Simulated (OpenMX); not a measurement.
O:

```
CELL_PARAMETERS angstrom
1.67495 0.96703 3.73200
-1.67495 0.96703 3.73200
0.00000 -1.93406 3.73200
ATOMIC_POSITIONS crystal
O 0.04507 0.04716 0.06793
O 0.95018 0.95931 0.93427
```

The real solid is made of molecules; this cell is a model form.

The cell isn't the ideal one: atoms moved at random, drawn with an rms of 0.05 Å.

Base run:

```yaml
Program: OpenMX 3.8.5
Functional: PBE
Potentials_or_basis: OpenMX 2013 PBE set, O6.0-s2p2, grid cutoff 350 Ry
k_mesh: 9 × 9 × 9
Occupations: fermi-dirac, width 0.05 eV
Spin: no spin polarisation
```

Its results: band gap on the k mesh none (metal or under the smearing width); pressure 22.4 GPa; largest force 15.695 eV/Å.

Q: The run is repeated on the same cell with these changes: potentials or basis from OpenMX 2013 PBE set, O6.0-s2p2, grid cutoff 350 Ry to OpenMX 2013 PBE set, O6.0-s3p2d2, grid cutoff 350 Ry. What comes out?

A: Band gap on the k mesh none (metal or under the smearing width); pressure 7.6 GPa; largest force 7.240 eV/Å.

Caveats: spin is off for a triplet molecule; the basis of atomic orbitals isn't converged, which shifts pressures, moduli and gaps.
